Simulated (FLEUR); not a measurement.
# Sr (Fm-3m) in FLEUR: a series of runs, part 2 of 2

FLEUR MaX-R8.1 (later development tree). The steps go on from the part before.

## (8) Equation of state, SCAN

Potentials or basis: all-electron, FLAPW.

This step only gathers the single runs of the series.

Results:

```
Equilibrium volume : 56.05 Å³/atom
Bulk modulus       : 11.6 GPa
```

Energy against volume, from the lowest point:
| volume (Å³/atom) | energy (meV/atom) |
| --- | --- |
| 52.940 | 6.75 |
| 54.067 | 2.62 |
| 56.319 | 0.00 |
| 58.572 | 3.82 |
| 59.698 | 7.80 |

Caveat: the meta-GGA is that of a development version, with a GGA for the radial functions and cores and without core tails.
